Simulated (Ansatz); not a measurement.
**Band structure of CdTe**

```
Cd Te
1.0
     0.00000    3.20500    3.20500
     3.20500    0.00000    3.20500
     3.20500    3.20500    0.00000
Cd Te
1 1
Cartesian
  0.0000 0.0000 0.0000
  4.8075 4.8075 4.8075
```

Atom numbers follow the list: Cd1, Te2.

The cell is COD entry 1010539, as deposited and not checked against the literature; nothing was relaxed. It differs from other determinations.

Computed with DFT, PBE, all-electron LAPW, Dirac equation with spin-orbit coupling (Ansatz 0.2.0).

Settings: a Γ-centred 9×9×9 k mesh, Fermi–Dirac smearing of 0.08 eV, basis error target 1 meV/atom, no spin polarisation.

Points in fractions of the reciprocal vectors of this cell: Γ (0, 0, 0), X (-0.5, -0.5, 0), U (-0.375, -0.375, 0.25), K (-0.375, 0, 0.375), L (0, 0, 0.5), W (-0.5, -0.25, 0.25). The path runs Γ–X–U–K–Γ–L–W–X. Energies are in eV from the top of the valence band; (×n) counts levels within 4 meV of each other, which need not be degenerate by symmetry.

Q: List the levels at Γ between -5 and 5 eV.

A: -0.87 (×2), 0.00 (×4), 0.60 (×2), 4.08 (×2), 4.43 (×4).

Q: List the levels at X between -5 and 5 eV.

A: -4.76 (×2), -2.43 (×2), -2.09 (×2), 2.26 (×2), 2.40 (×2).

Q: List the levels at K between -5 and 5 eV.

A: -4.77, -4.54, -3.16, -2.87, -1.92, -1.89, 2.59, 2.62, 4.19, 4.38.

Q: What is the band gap?

A: 0.60 eV, direct at Γ.

Kohn–Sham gaps of semilocal functionals usually fall short of measured ones.
